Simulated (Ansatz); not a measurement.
The reference is LiI in the rock salt structure (space group Fm-3m, No. 225).

```yaml
crystal:
  lattice:
    - [0.00000, 2.95164, 2.95164]
    - [2.95164, 0.00000, 2.95164]
    - [2.95164, 2.95164, 0.00000]
  atoms:
    - { symbol: I, position: [0.00000, 0.00000, 0.00000] }
    - { symbol: Li, position: [0.50000, 0.50000, 0.50000] }
```

Cartesian axes are those of the cell as printed.

The values are results of plane-wave PAW DFT at the PBEsol level (Ansatz, a quantum-chemistry and plane-wave program, 420 eV), scalar-relativistic without spin-orbit coupling, not measurements.

Free-standing slabs (2 atom(s) a layer) normal to the z axis with 15 Å of vacuum; in-plane cell held at bulk.

One change was made to it. Results:

```tsv
quantity	base	after
band gap	4.31 eV	3.98 eV
smallest direct gap	4.35 eV	4.41 eV
gap character	–	indirect, X → Γ
```

Question: Which of these changes matches the shifts?
A) 1 layer
B) 6 layers
C) 5 layers

Answer: A, 1 layer. For comparison, the band gap in the other runs: 5 layers gives 4.26 eV; 6 layers gives 4.25 eV.

With I present, leaving out spin-orbit coupling can change the band edges. Stability against distortions was not tested. k-point labels follow each cell's own Brillouin zone.
